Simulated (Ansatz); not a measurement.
# Thickness series of a CoSi2/ZnS/NiSi2 junction, part 4 of 6

Wanted: T(E), the conductance and its decay constant for CoSi2/ZnS/NiSi2. The lower electrode is CoSi2 fluorite(111) turned by 180 degrees (type B), the upper one NiSi2 fluorite(111); the barrier is ZnS zinc blende(111) (whole bilayers). In the first transport cell, after relaxation, the nearest pair of electrode and barrier is Si–S at 2.34 Å, along the normal, at the lower face and Si–Zn at 2.47 Å, along the normal, at the upper one. All share a net of side 3.822 Å, which strains the lower electrode by +0.8 %, the upper one by -0.5 % and the barrier by -0.8 %, against typed lattice constants near PBE's. The first steps treat the bulk electrodes alone.

Ansatz 0.2.0; PBE DFT, plane waves, PAW files (the session's first sound run).

So far, transmission at the Fermi level (a spin, zone mean): step 5 (T(E) of the junction) 0.00868. Also channels of the lower lead: step 5 1.27.

## (6) Conductance on a fine mesh, atomic planes in the barrier 4, gap between the electrodes 8.79 Å

Level of this step: PBE DFT, plane waves, PAW files; ballistic transmission by layer matching between semi-infinite leads (Ansatz).

System of this step: CoSi2/ZnS/NiSi2. The cell holds 55 atoms: 9 Co, 34 Si, 2 S, 2 Zn and 8 Ni. Cell: a = 3.822 Å, b = 3.822 Å, c = 73.532 Å, α = 90.0°, β = 90.0°, γ = 120.0°. Regions: left electrode, 26 atoms (9 Co and 17 Si); barrier, 4 atoms (2 S and 2 Zn); right electrode, 25 atoms (17 Si and 8 Ni). Vacuum lies along c.

The conductance needs T(E) within ten thermal energies of the Fermi level, on steps under 1.5 kT, and a finer mesh (24×24), since the current can rest on few wavevectors.

input.yaml reads:

```yaml
crystal:
  lattice:
    - [3.822, 0.0, 0.0]
    - [-1.911, 3.3099490933, 0.0]
    - [0.0, 0.0, 73.5322333487]
  atoms:
    - { symbol: Co, position: [0.33333333, 0.66666667, 0.095196347] }
    - { symbol: Si, position: [0.0, 0.0, 0.105460868] }
    - { symbol: Si, position: [0.33333333, 0.66666667, 0.1267411757] }
    - { symbol: Co, position: [0.0, 0.0, 0.1370056967] }
    - { symbol: Si, position: [0.66666667, 0.33333333, 0.1472702177] }
    - { symbol: Si, position: [0.0, 0.0, 0.1685505255] }
    - { symbol: Co, position: [0.66666667, 0.33333333, 0.1788150465] }
    - { symbol: Si, position: [0.33333333, 0.66666667, 0.1890795675] }
    - { symbol: Si, position: [0.66666667, 0.33333333, 0.2103598752] }
    - { symbol: Co, position: [0.33333333, 0.66666667, 0.2206243963] }
    - { symbol: Si, position: [0.0, 0.0, 0.2308889173] }
    - { symbol: Si, position: [0.33333333, 0.66666667, 0.252169225] }
    - { symbol: Co, position: [0.0, 0.0, 0.262433746] }
    - { symbol: Si, position: [0.66666667, 0.33333333, 0.272698267] }
    - { symbol: Si, position: [0.0, 0.0, 0.2939785748] }
    - { symbol: Co, position: [0.66666667, 0.33333333, 0.3042430958] }
    - { symbol: Si, position: [0.33333333, 0.66666667, 0.3145076168] }
    - { symbol: Si, position: [0.66666667, 0.33333333, 0.3357879245] }
    - { symbol: Co, position: [0.33333333, 0.66666667, 0.3460524455] }
    - { symbol: Si, position: [0.0, 0.0, 0.3563169665] }
    - { symbol: Si, position: [0.33333333, 0.66666667, 0.3775972743] }
    - { symbol: Co, position: [0.0, 0.0, 0.3878617953] }
    - { symbol: Si, position: [0.66666667, 0.33333333, 0.3981263163] }
    - { symbol: Si, position: [0.0, 0.0, 0.419406624] }
    - { symbol: Co, position: [0.66666667, 0.33333333, 0.4296711451] }
    - { symbol: Si, position: [0.33333333, 0.66666667, 0.4411275053] }
    - { symbol: S, position: [0.33333333, 0.66666667, 0.4729700464] }
    - { symbol: Zn, position: [0.66666667, 0.33333333, 0.48397276] }
    - { symbol: S, position: [0.66666667, 0.33333333, 0.5157781087] }
    - { symbol: Zn, position: [0.0, 0.0, 0.5270696757] }
    - { symbol: Si, position: [0.0, 0.0, 0.5606391146] }
    - { symbol: Ni, position: [0.33333333, 0.66666667, 0.5705527194] }
    - { symbol: Si, position: [0.66666667, 0.33333333, 0.5815570494] }
    - { symbol: Si, position: [0.33333333, 0.66666667, 0.6027052974] }
    - { symbol: Ni, position: [0.66666667, 0.33333333, 0.6137096274] }
    - { symbol: Si, position: [0.0, 0.0, 0.6247139574] }
    - { symbol: Si, position: [0.66666667, 0.33333333, 0.6458622053] }
    - { symbol: Ni, position: [0.0, 0.0, 0.6568665353] }
    - { symbol: Si, position: [0.33333333, 0.66666667, 0.6678708653] }
    - { symbol: Si, position: [0.0, 0.0, 0.6890191133] }
    - { symbol: Ni, position: [0.33333333, 0.66666667, 0.7000234433] }
    - { symbol: Si, position: [0.66666667, 0.33333333, 0.7110277732] }
    - { symbol: Si, position: [0.33333333, 0.66666667, 0.7321760212] }
    - { symbol: Ni, position: [0.66666667, 0.33333333, 0.7431803512] }
    - { symbol: Si, position: [0.0, 0.0, 0.7541846812] }
    - { symbol: Si, position: [0.66666667, 0.33333333, 0.7753329292] }
    - { symbol: Ni, position: [0.0, 0.0, 0.7863372592] }
    - { symbol: Si, position: [0.33333333, 0.66666667, 0.7973415891] }
    - { symbol: Si, position: [0.0, 0.0, 0.8184898371] }
    - { symbol: Ni, position: [0.33333333, 0.66666667, 0.8294941671] }
    - { symbol: Si, position: [0.66666667, 0.33333333, 0.8404984971] }
    - { symbol: Si, position: [0.33333333, 0.66666667, 0.8616467451] }
    - { symbol: Ni, position: [0.66666667, 0.33333333, 0.8726510751] }
    - { symbol: Si, position: [0.0, 0.0, 0.883655405] }
    - { symbol: Si, position: [0.66666667, 0.33333333, 0.904803653] }
kpoints:
  mp_grid: { grid: [8, 8, 1] }
scf:
  occupations: { method: fermi_dirac, width: 0.1 }
  max_iter: 150
hamiltonian:
  xc: pbe
output:
  transmission:
    kmesh: [24, 24]
    e_range: [-0.26, 0.27]
    de: 0.0375
    leads: [[11, 14], [41, 44]]
```

Command:

```sh
$ ansatz run input.yaml --threads 8 --pin off --max-ram 24576MiB --backend cpu --events-out ev --progress --plain --runs-dir out
```

Numbers of over 12 decimals in the logs are rounded to 6 here.

What it wrote:

```text
[...]
Crystal: 55 atoms, lattice volume = 930.229 Å³
Basis set: ecut = 420 eV, 18137 PW (Γ)
Bands: 290, of which v1, the nominal top of the filled ones, is band 235 counted from 1 (234 counted from 0)
Symmetry: 6 space group operations
[...]
k-points: 10 of 64 (time reversal used)
[...]
SCF iter   1: F=—  HF=-122932.601188 eV  |F-HF|=—  |Δ(HF+E_count)|=         —  Δρ=1.67e-2  dr2=2.27e2  ethr=1.77e-3  ⟨swp⟩=9.2  Hψ=15126  notcnv=0  defer=102
[...]
SCF iter  13: F=-122932.083468 eV  HF=-122932.083468 eV  |F-HF|=3.19e-8  |Δ(HF+E_count)|=   4.57e-9  Δρ=1.89e-6  dr2=3.46e-8  ethr=2.13e-11  ⟨swp⟩=2.4  Hψ=5436  notcnv=0
SCF 1 converged in 13 iterations: F = -122932.083468 eV  dr2 = 3.46e-8
[...]
transmission: 320 of 3172 steps passed
transmission: 640 of 3172 steps passed
[...]
transmission: 3172 of 3172 steps passed
SCF converged after 13 iterations
Free energy (F): -122932.083468 eV
[...]
Internal energy: -122931.402419 eV  (E = F + TS)
E sigma→0 (E₀):  -122931.742943 eV
Entropy (-TS):   -0.681048 eV (-12.383 meV/atom)
Fermi energy:    8.947277 eV
[...]
--- Band table (eV; the first three rows and the last of 10) ---
  k-point 0: bands = [... 231 lower, 10.1955, 10.2277, 10.4327, 10.4327, 10.4367, 10.5732, 10.6175, 10.6175, ... 51 higher]
  k-point 1: bands = [... 231 lower, 9.7881, 9.8745, 9.8845, 9.9372, 10.0312, 10.1289, 10.1613, 10.2751, ... 51 higher]
  k-point 2: bands = [... 231 lower, 8.9990, 9.0548, 9.0700, 9.1234, 9.3050, 9.4779, 9.4990, 9.5246, ... 51 higher]
  k-point 9: bands = [... 231 lower, 8.2520, 8.2679, 8.3284, 8.3757, 8.4338, 8.4561, 8.4896, 8.5229, ... 51 higher]
--- Transmission ---
  basis      : 109 plane waves across, 52 finite elements along
  points     : 61, standing for a mesh of 24 x 24
  filling    : by the input's occupations and mesh, since the crystals that have channels conduct as metals do. If one of these is a semiconductor, that mesh has misplaced its level
[...]
filled         : 12.4 meV over the level at which it is neutral
    channels       : 1.328125e0 a spin
    conductance    : 8.0763e14 S/m² at 300 K; may be off by some 0.0 % by where its bands' edges are placed, 4.1 % from the k-mesh, 0.8 % from the distance to neutral
    slowest decay  : 0.0428 /Å at (0.4167, 0.0417)
[...]
filled         : 18.9 meV under the level at which it is neutral
    channels       : 1.019097e0 a spin
[...]
slowest decay  : 0.0277 /Å at (0.2917, 0.1667)
  junction   : crystal 0 to crystal 1, 20.83 to 53.06 Å
    transmission   : 3.595612e-2 a spin
    conductance    : 2.3964e13 S/m² at 300 K (2.4772e13 on every other point, 2.5312e13 on every other energy)
    error estimate : 5.6 % from the energy spacing and 0.0 % from band edges of the leads and from resonances (wavevectors taken as independent; lower de), 25.7 % from the k-mesh, 16.5 % from the steps of its leads' Hamiltonians or their offsets (lay more layers), 1.5 % from the distance to neutral
    resistance     : 4.0332e-2 Ω µm² beyond half of each lead's own
```

The job ended after 3.1 min (8 threads of Arm Neoverse V2, shared host; peak memory 9.4 GiB; 20 min of CPU time).

This step gave:

| Property | Result |
| --- | --- |
| free energy | -122932.0835 eV |
| Fermi energy | 8.947 eV |
| transmission at the Fermi level (a spin, zone mean) | 0.03596 |
| channels of the lower lead | 1.328 |
| channels of the upper lead | 1.019 |
| ballistic conductance of the lower lead | 8.08e14 S/m² |
| ballistic conductance of the upper lead | 6.42e14 S/m² |
| junction conductance | 2.40e13 S/m² |
| error estimates by source, in the log's order | 5.6, 0, 25.7, 16.5, 1.5 % |
| resistance-area product beyond the leads | 0.04033 Ω um² |

One spin. Transmission, zone mean against energy, zero at the Fermi level:

| energy (eV) | transmission, zone mean |
| --- | --- |
| -0.260 | 0.0222 |
| -0.223 | 0.0283 |
| -0.185 | 0.0316 |
| -0.147 | 0.0296 |
| -0.110 | 0.0441 |
| -0.072 | 0.0407 |
| -0.035 | 0.0438 |
| 0.003 | 0.0360 |
| 0.040 | 0.0362 |
| 0.077 | 0.0427 |
| 0.115 | 0.0404 |
| 0.152 | 0.0467 |
| 0.190 | 0.0472 |
| 0.228 | 0.0427 |
| 0.265 | 0.0445 |

One spin. Open channels, zone mean against energy, zero at the Fermi level:

| energy (eV) | lower lead | upper lead |
| --- | --- | --- |
| -0.260 | 1.59 | 0.811 |
| -0.223 | 1.53 | 0.852 |
| -0.185 | 1.49 | 0.905 |
| -0.147 | 1.44 | 0.936 |
| -0.110 | 1.44 | 1.01 |
| -0.072 | 1.38 | 1.05 |
| -0.035 | 1.35 | 1.04 |
| 0.003 | 1.33 | 1.02 |
| 0.040 | 1.29 | 1.06 |
| 0.077 | 1.21 | 1.09 |
| 0.115 | 1.20 | 1.13 |
| 0.152 | 1.20 | 1.18 |
| 0.190 | 1.20 | 1.25 |
| 0.228 | 1.13 | 1.24 |
| 0.265 | 1.16 | 1.30 |

Transmission over k1 and k2. At 0.0025 eV from the Fermi level.

Values, 12 rows by 16 columns, each cell a mean:
```
0.000 0.002 0.106 0.028 0.000 0.000 0.032 0.102 0.002 0.000 0.000 0.000 0.000 0.000 0.000 0.000
0.007 0.124 0.160 0.028 0.003 0.012 0.007 0.026 0.190 0.088 0.011 0.000 0.000 0.000 0.000 0.000
0.000 0.006 0.013 0.007 0.007 0.010 0.012 0.010 0.007 0.015 0.006 0.000 0.000 0.000 0.000 0.000
0.000 0.000 0.006 0.010 0.041 0.109 0.101 0.136 0.080 0.030 0.009 0.006 0.000 0.000 0.000 0.000
0.007 0.047 0.012 0.005 0.018 0.147 0.160 0.168 0.158 0.153 0.017 0.007 0.010 0.053 0.003 0.000
0.000 0.084 0.153 0.012 0.037 0.108 0.162 0.066 0.034 0.146 0.128 0.064 0.007 0.032 0.211 0.001
0.000 0.000 0.110 0.040 0.007 0.050 0.124 0.187 0.096 0.149 0.177 0.119 0.011 0.007 0.088 0.060
0.003 0.000 0.007 0.010 0.001 0.014 0.014 0.089 0.131 0.200 0.127 0.087 0.013 0.015 0.003 0.011
0.000 0.000 0.000 0.000 0.000 0.000 0.003 0.008 0.047 0.035 0.037 0.049 0.008 0.005 0.001 0.000
0.000 0.000 0.000 0.000 0.000 0.000 0.037 0.044 0.017 0.007 0.010 0.010 0.007 0.017 0.049 0.030
0.003 0.000 0.000 0.000 0.000 0.000 0.003 0.083 0.180 0.098 0.006 0.000 0.008 0.063 0.253 0.042
0.000 0.000 0.003 0.000 0.000 0.000 0.003 0.000 0.000 0.000 0.011 0.000 0.000 0.008 0.003 0.000
```
Columns: k1 (b1) from -0.5 to 0.458; rows upwards: k2 (b2) from -0.5 to 0.458.

G = 2.4e13 S/m² (1/G = 0.0417 Ω µm²). The largest error estimate is 26 %, from the mesh across the current. In the worse lead the potential repeats within 7.6 meV, which the program lets pass, though it still puts 16 % of error on the junction's conductance through them. By hand, Landauer's formula with T at one energy: G = (e²/h) ΣT / A = 3.874e-5 S × 0.0719 / 12.65 Å² = 2.2e13 S/m², with T summed over both spins. The printed value averages T over the Fermi window and is 1.1 times this.

## (7) Conductance on a fine mesh, 57 atoms

System of this step: CoSi2/ZnS/NiSi2. The cell holds 57 atoms: 9 Co, 34 Si, 3 S, 3 Zn and 8 Ni. Cell: a = 3.822 Å, b = 3.822 Å, c = 76.690 Å, α = 90.0°, β = 90.0°, γ = 120.0°. Regions: left electrode, 26 atoms (9 Co and 17 Si); barrier, 6 atoms (3 S and 3 Zn); right electrode, 25 atoms (17 Si and 8 Ni). Vacuum lies along c.

Barrier layers are added or taken out in the middle, and the relaxed faces stay.

input.yaml reads:

```yaml
crystal:
  lattice:
    - [3.822, 0.0, 0.0]
    - [-1.911, 3.3099490933, 0.0]
    - [0.0, 0.0, 76.6904620697]
  atoms:
    - { symbol: Co, position: [0.33333333, 0.66666667, 0.091276018] }
    - { symbol: Si, position: [0.0, 0.0, 0.1011178306] }
    - { symbol: Si, position: [0.33333333, 0.66666667, 0.1215217832] }
    - { symbol: Co, position: [0.0, 0.0, 0.1313635958] }
    - { symbol: Si, position: [0.66666667, 0.33333333, 0.1412054084] }
    - { symbol: Si, position: [0.0, 0.0, 0.161609361] }
    - { symbol: Co, position: [0.66666667, 0.33333333, 0.1714511736] }
    - { symbol: Si, position: [0.33333333, 0.66666667, 0.1812929862] }
    - { symbol: Si, position: [0.66666667, 0.33333333, 0.2016969388] }
    - { symbol: Co, position: [0.33333333, 0.66666667, 0.2115387514] }
    - { symbol: Si, position: [0.0, 0.0, 0.2213805639] }
    - { symbol: Si, position: [0.33333333, 0.66666667, 0.2417845166] }
    - { symbol: Co, position: [0.0, 0.0, 0.2516263291] }
    - { symbol: Si, position: [0.66666667, 0.33333333, 0.2614681417] }
    - { symbol: Si, position: [0.0, 0.0, 0.2818720943] }
    - { symbol: Co, position: [0.66666667, 0.33333333, 0.2917139069] }
    - { symbol: Si, position: [0.33333333, 0.66666667, 0.3015557195] }
    - { symbol: Si, position: [0.66666667, 0.33333333, 0.3219596721] }
    - { symbol: Co, position: [0.33333333, 0.66666667, 0.3318014847] }
    - { symbol: Si, position: [0.0, 0.0, 0.3416432973] }
    - { symbol: Si, position: [0.33333333, 0.66666667, 0.3620472499] }
    - { symbol: Co, position: [0.0, 0.0, 0.3718890625] }
    - { symbol: Si, position: [0.66666667, 0.33333333, 0.381730875] }
    - { symbol: Si, position: [0.0, 0.0, 0.4021348277] }
    - { symbol: Co, position: [0.66666667, 0.33333333, 0.4119766402] }
    - { symbol: Si, position: [0.33333333, 0.66666667, 0.4229612103] }
    - { symbol: S, position: [0.33333333, 0.66666667, 0.4534924276] }
    - { symbol: Zn, position: [0.66666667, 0.33333333, 0.4640420329] }
    - { symbol: S, position: [0.66666667, 0.33333333, 0.4945375895] }
    - { symbol: Zn, position: [0.0, 0.0, 0.5052148403] }
    - { symbol: S, position: [0.0, 0.0, 0.5357190954] }
    - { symbol: Zn, position: [0.33333333, 0.66666667, 0.5465456586] }
    - { symbol: Si, position: [0.33333333, 0.66666667, 0.5787326575] }
    - { symbol: Ni, position: [0.66666667, 0.33333333, 0.5882380052] }
    - { symbol: Si, position: [0.0, 0.0, 0.5987891603] }
    - { symbol: Si, position: [0.66666667, 0.33333333, 0.6190664916] }
    - { symbol: Ni, position: [0.0, 0.0, 0.6296176467] }
    - { symbol: Si, position: [0.33333333, 0.66666667, 0.6401688018] }
    - { symbol: Si, position: [0.0, 0.0, 0.660446133] }
    - { symbol: Ni, position: [0.33333333, 0.66666667, 0.6709972881] }
    - { symbol: Si, position: [0.66666667, 0.33333333, 0.6815484432] }
    - { symbol: Si, position: [0.33333333, 0.66666667, 0.7018257745] }
    - { symbol: Ni, position: [0.66666667, 0.33333333, 0.7123769296] }
    - { symbol: Si, position: [0.0, 0.0, 0.7229280847] }
    - { symbol: Si, position: [0.66666667, 0.33333333, 0.743205416] }
    - { symbol: Ni, position: [0.0, 0.0, 0.7537565711] }
    - { symbol: Si, position: [0.33333333, 0.66666667, 0.7643077262] }
    - { symbol: Si, position: [0.0, 0.0, 0.7845850575] }
    - { symbol: Ni, position: [0.33333333, 0.66666667, 0.7951362126] }
    - { symbol: Si, position: [0.66666667, 0.33333333, 0.8056873677] }
    - { symbol: Si, position: [0.33333333, 0.66666667, 0.825964699] }
    - { symbol: Ni, position: [0.66666667, 0.33333333, 0.8365158541] }
    - { symbol: Si, position: [0.0, 0.0, 0.8470670092] }
    - { symbol: Si, position: [0.66666667, 0.33333333, 0.8673443405] }
    - { symbol: Ni, position: [0.0, 0.0, 0.8778954956] }
    - { symbol: Si, position: [0.33333333, 0.66666667, 0.8884466507] }
    - { symbol: Si, position: [0.0, 0.0, 0.908723982] }
kpoints:
  mp_grid: { grid: [8, 8, 1] }
scf:
  occupations: { method: fermi_dirac, width: 0.1 }
  max_iter: 150
hamiltonian:
  xc: pbe
output:
  transmission:
    kmesh: [24, 24]
    e_range: [-0.26, 0.27]
    de: 0.0375
    leads: [[11, 14], [43, 46]]
```

What it wrote:

```text
[...]
Crystal: 57 atoms, lattice volume = 970.182 Å³
Basis set: ecut = 420 eV, 18929 PW (Γ)
Bands: 301, of which v1, the nominal top of the filled ones, is band 244 counted from 1 (243 counted from 0)
Symmetry: 6 space group operations
[...]
k-points: 10 of 64 (time reversal used)
[...]
SCF iter   1: F=—  HF=-127155.334089 eV  |F-HF|=—  |Δ(HF+E_count)|=         —  Δρ=1.64e-2  dr2=2.45e2  ethr=1.77e-3  ⟨swp⟩=9.2  Hψ=15409  notcnv=0  defer=115
[...]
SCF iter  13: F=-127154.803644 eV  HF=-127154.803644 eV  |F-HF|=2.36e-8  |Δ(HF+E_count)|=   1.66e-9  Δρ=1.91e-6  dr2=2.85e-8  ethr=2.05e-11  ⟨swp⟩=2.7  Hψ=5775  notcnv=0
SCF 1 converged in 13 iterations: F = -127154.803644 eV  dr2 = 2.85e-8
[...]
transmission: 344 of 3416 steps passed
transmission: 688 of 3416 steps passed
[...]
transmission: 3416 of 3416 steps passed
SCF converged after 13 iterations
Free energy (F): -127154.803644 eV
[...]
Internal energy: -127154.120892 eV  (E = F + TS)
E sigma→0 (E₀):  -127154.462268 eV
Entropy (-TS):   -0.682752 eV (-11.978 meV/atom)
Fermi energy:    8.864579 eV
[...]
--- Band table (eV; the first three rows and the last of 10) ---
  k-point 0: bands = [... 240 lower, 10.1124, 10.1274, 10.3503, 10.3503, 10.3535, 10.3965, 10.5346, 10.5346, ... 53 higher]
  k-point 1: bands = [... 240 lower, 9.6932, 9.7921, 9.7995, 9.8548, 9.9474, 10.0465, 10.0740, 10.1920, ... 53 higher]
  k-point 2: bands = [... 240 lower, 8.9142, 8.9717, 8.9884, 9.0408, 9.2239, 9.3952, 9.4237, 9.4339, ... 53 higher]
  k-point 9: bands = [... 240 lower, 8.1699, 8.1941, 8.2456, 8.2930, 8.3512, 8.3735, 8.4069, 8.4405, ... 53 higher]
--- Transmission ---
  basis      : 109 plane waves across, 56 finite elements along
  points     : 61, standing for a mesh of 24 x 24
[...]
filled         : 12.4 meV over the level at which it is neutral
    channels       : 1.328125e0 a spin
[...]
slowest decay  : 0.0430 /Å at (0.4167, 0.0417)
[...]
filled         : 18.8 meV under the level at which it is neutral
    channels       : 1.019097e0 a spin
[...]
slowest decay  : 0.0276 /Å at (0.2917, 0.1667)
  junction   : crystal 0 to crystal 1, 20.83 to 56.22 Å
    transmission   : 8.411403e-3 a spin
[...]
resistance     : 1.9989e-1 Ω µm² beyond half of each lead's own
```

Elapsed: 3.9 min, on 8 threads; peak memory 10 GiB.

Numbers from this step:

```yaml
free_energy: -127154.8036 eV
fermi_energy: 8.865 eV
transmission_at_the_fermi_level_a_spin_zone_mean: 0.008411
junction_conductance: 4.97e12 S/m²
error_estimates_by_source_in_the_log_s_order: 0.5, 0, 19.9, 12.4, 0.7 %
resistance_area_product_beyond_the_leads: 0.1999 Ω um²
```

One spin. Table of transmission, zone mean by energy, zero at the Fermi level:

| energy (eV) | transmission, zone mean |
| --- | --- |
| -0.260 | 0.00428 |
| -0.223 | 0.00642 |
| -0.185 | 0.00490 |
| -0.147 | 0.00778 |
| -0.110 | 0.00662 |
| -0.072 | 0.00820 |
| -0.035 | 0.00818 |
| 0.003 | 0.00841 |
| 0.040 | 0.00746 |
| 0.077 | 0.00821 |
| 0.115 | 0.00846 |
| 0.152 | 0.00968 |
| 0.190 | 0.0102 |
| 0.228 | 0.00946 |
| 0.265 | 0.0113 |

One spin. Table of open channels, zone mean by energy, zero at the Fermi level:

(Unchanged from step 6.)

Transmission over k1 and k2. At 0.0025 eV from the Fermi level.

Ten even steps from '0' (0.0000) to '9' (0.0889):
```
000100000010000000000000
001900000009100000000000
019300000000391000000000
000010000000100000000000
000000000000000000000000
000000000000000000000000
000000012002100000000000
000000022272220000000000
000000002344320000000000
010000007466647000000100
009000022460064220000900
001310012360006321001310
000900002246006422000090
000100000074666470000001
000000000002344320000000
000000000002227222000000
000000000000120021000000
000000000000000000000000
000000000000000000000000
000000000000100000001000
000000000019300000000391
000000000000190000000910
000000000000001000000100
000000000000000000000000
```
Columns: k1 (b1) from -0.5 to 0.458; rows upwards: k2 (b2) from -0.5 to 0.458.

G = 5.0e12 S/m² (1/G = 0.201 Ω µm²), 0.21 times the step before of this kind. The largest error estimate is 20 %, from the mesh across the current. In the worse lead the potential repeats within 7.6 meV, which the program lets pass, though it still puts 12 % of error on the junction's conductance through them.

(Continued in part 5 of 6.)

[Logs are printed without paths, hosts, clocks, repeated set-up lines and the standing remarks that a program may print on its own settings, such as how far it seeks lower states.]

[Hosts, paths, dates, database ids (printed as entryN), source tags and the programs' standing remarks are cut or masked in the printed files.]
